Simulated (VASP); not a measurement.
# PtSe2 in VASP: relaxation of cell and atoms with PBE

Aim: the relaxation of cell and atoms of PtSe2 with PBE.

All numbers are computed with VASP 6.6.1; they aren't measurements. Logs are shortened: lines on timing, memory, paths and dates and some standing lists are left out, and cuts for length are marked.

## Step 1: The sheet as given

The cell holds a sheet with vacuum, 3 atoms: a = 3.730 Å, b = 3.730 Å, c = 18.620 Å, α = 90.00°, β = 90.00°, γ = 120.00°.

The cell was built by a generator and needn't be a form met in nature.

## Step 2: Relaxation of cell and atoms, PBE

Contents of INCAR:

```
PREC     = Accurate       # precision mode
ENCUT    = 600            # plane-wave cutoff, eV
EDIFF    = 1E-6           # SCF threshold, eV
ISMEAR   = 0              # smearing method
SIGMA    = 0.03           # smearing width, eV
LREAL    = False          # projectors in reciprocal space
LASPH    = True           # aspherical terms in the spheres
NELM     = 120            # most SCF steps
ALGO     = Normal         # electronic algorithm
ISIF     = 3              # what is computed and relaxed
LWAVE    = False          # write WAVECAR
LCHARG   = False          # write CHGCAR
GGA      = PE             # functional
IBRION   = 2              # ionic algorithm
NSW      = 60             # ionic steps
EDIFFG   = -0.005         # ionic threshold
LATTICE_CONSTRAINTS= .TRUE. .TRUE. .FALSE.
KPAR     = 2
```

Contents of KPOINTS:

```
Automatic mesh
0
Gamma
  12 12 1
```

Contents of POSCAR:

```
PtSe2
1.0
    3.7300000000      0.0000000000      0.0000000000
   -1.8650000000      3.2302747600      0.0000000000
    0.0000000000      0.0000000000     18.6200000000
Se Pt
2 1
Direct
    0.3333330000      0.6666670000      0.4296455400
    0.6666670000      0.3333330000      0.5703544600
    0.0000000000      0.0000000000      0.5000000000
```

Potentials or basis: VASP PAW PBE potentials, release 64 (Se, Pt).

Launch:

```sh
cat potpaw_PBE.64/Se/POTCAR potpaw_PBE.64/Pt/POTCAR > POTCAR
mpirun -np 2 vasp_std > vasp.out
```

OUTCAR:

```text
PREC = Accurate
   ENCUT = 600
   EDIFF = 1E-6
   ISMEAR = 0
   LREAL = False
   LASPH = True
   NELM = 120
   ISIF = 3
   GGA = PE
   IBRION = 2
   NSW = 60
   EDIFFG = -0.005

 ion  position               nearest neighbor table
   1  0.333  0.667  0.430-   3 2.52   3 2.52   3 2.52
   2  0.667  0.333  0.570-   3 2.52   3 2.52   3 2.52
   3  0.000  0.000  0.500-   1 2.52   2 2.52   2 2.52   1 2.52   2 2.52   1 2.52

  LATTYP: Found a hexagonal cell.
 ALAT       =     3.7300000000
 C/A-ratio  =     4.9919571046

  Lattice vectors:

 A1 = (   3.7300000000,   0.0000000000,   0.0000000000)
 A2 = (  -1.8650000000,   3.2302747600,   0.0000000000)
 A3 = (   0.0000000000,   0.0000000000,  18.6200000000)

Analysis of symmetry for initial positions (statically):
=====================================================================
 Subroutine PRICEL returns:
 Original cell was already a primitive cell.

 Routine SETGRP: Setting up the symmetry group for a
 hexagonal supercell.

 Subroutine GETGRP returns: Found 12 space group operations
 (whereof 12 operations were pure point group operations)
 out of a pool of 24 trial point group operations.

The static configuration has the point symmetry D_3d.

Analysis of symmetry for dynamics (positions and initial velocities):
=====================================================================
 Subroutine PRICEL returns:
 Original cell was already a primitive cell.

 Routine SETGRP: Setting up the symmetry group for a
 hexagonal supercell.

 Subroutine GETGRP returns: Found 12 space group operations
 (whereof 12 operations were pure point group operations)
 out of a pool of 24 trial point group operations.

The dynamic configuration has the point symmetry D_3d.

 Subroutine INISYM returns: Found 12 space group operations
 (whereof 12 operations are pure point group operations),
 and found     1 'primitive' translations

----------------------------------------------------------------------------------------

                                     Primitive cell

  volume of cell :     224.3510

  direct lattice vectors                    reciprocal lattice vectors
     3.730000000  0.000000000  0.000000000     0.268096515  0.154785595  0.000000000
    -1.865000000  3.230274760  0.000000000     0.000000000  0.309571190  0.000000000
     0.000000000  0.000000000 18.620000000     0.000000000  0.000000000  0.053705693

  length of vectors
     3.730000000  3.730000003 18.620000000     0.309571190  0.309571190  0.053705693

  position of ions in fractional coordinates (direct lattice)
     0.333333000  0.666667000  0.429645540
     0.666667000  0.333333000  0.570354460
     0.000000000  0.000000000  0.500000000

  ion indices of the primitive-cell ions
   primitive index   ion index
                 1           1
                 2           2
                 3           3

----------------------------------------------------------------------------------------

 KPOINTS: Automatic mesh

Automatic generation of k-mesh.
 Grid dimensions read from file:
 generate k-points for:   12   12    1

 Generating k-lattice:

  Cartesian coordinates                     Fractional coordinates (reciprocal lattice)
     0.022341376  0.012898800  0.000000000     0.083333333  0.000000000  0.000000000
     0.000000000  0.025797599  0.000000000     0.000000000  0.083333333  0.000000000
     0.000000000  0.000000000  0.053705693     0.000000000  0.000000000  1.000000000

  Length of vectors
     0.025797599  0.025797599  0.053705693

  Shift w.r.t. Gamma in fractional coordinates (k-lattice)
     0.000000000  0.000000000  0.000000000

 Subroutine IBZKPT returns following result:
 ===========================================

 Found     19 irreducible k-points:

 Following reciprocal coordinates:
            Coordinates               Weight
  0.000000  0.000000  0.000000      1.000000
  0.083333  0.000000  0.000000      6.000000
  0.166667 -0.000000  0.000000      6.000000
  0.250000  0.000000  0.000000      6.000000
  0.333333 -0.000000  0.000000      6.000000
  0.416667 -0.000000  0.000000      6.000000
[... 11 lines left out ...]
  0.333333  0.250000  0.000000     12.000000
  0.333333  0.333333  0.000000      2.000000
   k-points           NKPTS =     19   k-points in BZ     NKDIM =     19   number of bands    NBANDS=     15
   number of dos      NEDOS =    301   number of ions     NIONS =      3
   total plane-waves  NPLWV = 135000
   dimension x,y,z NGX =    30 NGY =   30 NGZ =  150
   dimension x,y,z NGXF=    60 NGYF=   60 NGZF=  300
   ions per type =               2   1
   NGX,Y,Z   is equivalent  to a cutoff of  13.37, 13.37, 13.39 a.u.
   NGXF,Y,Z  is equivalent  to a cutoff of  26.74, 26.74, 26.79 a.u.
 SYSTEM =  unknown system
   PREC   = accura    normal or accurate (medium, high low for compatibility)
   ISTART =      0    job   : 0-new  1-cont  2-samecut
   ICHARG =      2    charge: 1-file 2-atom 10-const
   ISPIN  =      1    spin polarized calculation?
   LNONCOLLINEAR =      F non collinear calculations
   LSORBIT =      F    spin-orbit coupling
   LASPH  =      T    aspherical Exc in radial PAW
   ENCUT  =  600.0 eV  44.10 Ry    6.64 a.u.   7.45  7.45 37.19*2*pi/ulx,y,z
   NELM   =    120;   NELMIN=  2; NELMDL= -5     # of ELM steps
   EDIFF  = 0.1E-05   stopping-criterion for ELM
   LREAL  =      F    real-space projection
   EDIFFG = -.5E-02   stopping-criterion for IOM
   NSW    =     60    number of steps for IOM
   IBRION =      2    ionic relax: 0-MD 1-quasi-New 2-CG
   NFREE  =      1    steps in history (QN), initial steepest desc. (CG)
   ISIF   =      3    stress and relaxation
   ISYM   =      2    0-nonsym 1-usesym 2-fastsym
   POTIM  = 0.5000    time-step for ionic-motion
   TEBEG  =    0.0;   TEEND  =   0.0 temperature during run
   PSTRESS=    0.0 pullay stress
   NELECT =      22.0000    total number of electrons
   NUPDOWN=      -1.0000    fix difference up-down
   EMIN   =  10.00;   EMAX   =-10.00  energy-range for DOS
   EFERMI =   0.00;   METHOD = LEGACY
   ISMEAR =     0;   SIGMA  =   0.03  broadening in eV -4-tet -1-fermi 0-gaus
   EFERMI_NEDOS =   21; number of points for ismear=-14 and -15
   IALGO  =     38    algorithm
   IMIX   =      4    mixing-type and parameters
     AMIX     =   0.40;   BMIX     =  1.00
     AMIX_MAG =   1.60;   BMIX_MAG =  1.00
  volume/ion in A,a.u.               =      74.78       504.67
  Fermi-wavevector in a.u.,A,eV,Ry     =   0.754930  1.426610  7.754213  0.569919
  Thomas-Fermi vector in A             =   1.852709
   LORBIT       =      0    0 simple, 1 ext, 2 COOP (PROOUT), +10 PAW based schemes
   GGA     = PE    functional components
   LHFCALC =     F    Hartree Fock is set to
   AEXX    =    0.0000 exact exchange contribution
   IVDW    =     0    specifies the selected vdW correction
   LEPSILON=     F    determine dielectric tensor
   LRPA    =     F    only Hartree local field effects (RPA)
 conjugate gradient relaxation of ions
 non-spin polarized calculation
 Gauss-broadening in eV      SIGMA  =   0.03
  energy-cutoff  :      600.00
  volume of cell :      224.35
 maximum number of plane-waves:      7529
 NGX is ok and might be reduce to    30
   NGX = 15   NGY = 15   NGZ = 75

--------------------------------------- Ionic step        1  -------------------------------------------

 number of electron      22.0000000 magnetization

 Free energy of the ion-electron system (eV)
  ---------------------------------------------------
  ext. energy  EPLUGINS =         0.00000000
  ---------------------------------------------------
  free energy    TOTEN  =       -14.29402540 eV

  energy without entropy =      -14.29402540  energy(sigma->0) =      -14.29402540

------------------------ aborting loop because EDIFF is reached ----------------------------------------

  FORCE on cell =-STRESS in cart. coord.  units (eV):
  Direction    XX          YY          ZZ          XY          YZ          ZX
  --------------------------------------------------------------------------------------
  -------------------------------------------------------------------------------------
  Total        0.5161966      0.5161966      0.2327434      0.0000000      0.0000000     -0.0000000
  in kB        3.6863597      3.6863597      1.6621111      0.0000000      0.0000000     -0.0000000
  external PRESSURE =       3.0116102 kB  Pullay stress =       0.0000000 kB
[... 92 lines left out ...]
  FREE ENERGIE OF THE ION-ELECTRON SYSTEM (eV)
  ---------------------------------------------------
  free  energy   TOTEN  =       -14.2961505286 eV

  energy  without entropy=      -14.2961505286  energy(sigma->0) =      -14.29615053

[... ionic steps 4 to 7 ...]

--------------------------------------- Ionic step        8  -------------------------------------------

 number of electron      22.0000001 magnetization

------------------------ aborting loop because EDIFF is reached ----------------------------------------

  FORCE on cell =-STRESS in cart. coord.  units (eV):
  Direction    XX          YY          ZZ          XY          YZ          ZX
  --------------------------------------------------------------------------------------
  -------------------------------------------------------------------------------------
  Total        0.0277037      0.0277037     -0.0196452      0.0000000      0.0000000     -0.0000000
  in kB        0.1962010      0.1962010     -0.1391297      0.0000000      0.0000000     -0.0000000
  external PRESSURE =       0.0844241 kB  Pullay stress =       0.0000000 kB
[... 59 lines left out ...]
  energy  without entropy=      -14.2962477242  energy(sigma->0) =      -14.29624772

--------------------------------------- Ionic step       10  -------------------------------------------

 number of electron      22.0000002 magnetization

 Free energy of the ion-electron system (eV)
  ---------------------------------------------------
  ext. energy  EPLUGINS =         0.00000000
  ---------------------------------------------------
  free energy    TOTEN  =       -14.29624962 eV

  energy without entropy =      -14.29624962  energy(sigma->0) =      -14.29624962

 E-fermi :  -2.6103     XC(G=0):  -3.5739

 val. band max:       -2.7470260034   @ k =   0.0833   0.0000   0.0000
 cond. band min:      -1.3536851244   @ k =   0.2500   0.0000   0.0000
 fundamental gap:      1.3933408791
 Fermi energy:        -2.6102560384

 k-point     1 :       0.0000    0.0000    0.0000
  band No.  band energies     occupation
      1     -16.6517      2.00000
      2     -14.8844      2.00000
      3      -7.7502      2.00000
      4      -7.7502      2.00000
      5      -7.7096      2.00000
      6      -5.5184      2.00000
      7      -5.5184      2.00000
      8      -3.9351      2.00000
      9      -3.2994      2.00000
     10      -2.7487      2.00000
     11      -2.7487      2.00000
     12       0.2009      0.00000
     13       0.2009      0.00000
     14       1.7729      0.00000
     15       2.5601      0.00000
[... 352 lines left out ...]
  FREE ENERGIE OF THE ION-ELECTRON SYSTEM (eV)
  ---------------------------------------------------
  free  energy   TOTEN  =       -14.2962496246 eV

  energy  without entropy=      -14.2962496246  energy(sigma->0) =      -14.29624962

 reached required accuracy - stopping structural energy minimisation
```

It took 4.3 min on 2 MPI ranks of Intel Xeon Platinum 8259CL at 2.50GHz (Skylake/Cascade Lake), shared host; peak memory 0.43 GiB.

What came out:

* Free energy: -14.2962 eV
* Relaxed volume: 75.49 Å³/atom
* Relaxed cell: a = 3.748 Å, b = 3.748 Å, c = 18.620 Å, α = 90.00°, β = 90.00°, γ = 120.00°
* Space group after relaxing (to 0.05 Å): P-3m1 (No. 164)
* Energy gained by relaxing: 0.7 meV/atom
* Ionic steps: 10
* Band gap on the k mesh: 1.39 eV, indirect (least direct gap 1.58 eV)

Forces on the atoms (eV/Å):
```
Se   0.000  0.000  0.003
Se   0.000  0.000 -0.003
Pt   0.000  0.000  0.000
```

The path:
```tsv
step	energy change (eV)	largest force (eV/Å)	pressure (GPa)	volume (Å³)
1	0.0000	0.0913	0.30	224.35
2	0.0008	0.1504	-0.36	228.09
3	-0.0021	0.0221	-0.01	226.06
4	-0.0021	0.0244	-0.01	226.09
5	-0.0021	0.0277	-0.02	226.15
6	-0.0022	0.0117	0.01	226.09
7	-0.0022	0.0049	0.02	226.07
8	-0.0022	0.0039	0.01	226.23
9	-0.0022	0.0020	-0.01	226.54
10	-0.0022	0.0027	-0.01	226.46
```

Final structure:
```
Se Pt
1.0
     3.74751    0.00000    0.00000
    -1.87376    3.24544    0.00000
     0.00000    0.00000   18.62000
Se Pt
2 1
Direct
  0.33333 0.66667 0.42973
  0.66667 0.33333 0.57027
  0.00000 0.00000 0.50000
```

Caveat: spin-orbit coupling is left out, which moves the levels of the heavy elements. A hybrid or GW would open this gap; PBE tends to underestimate it.
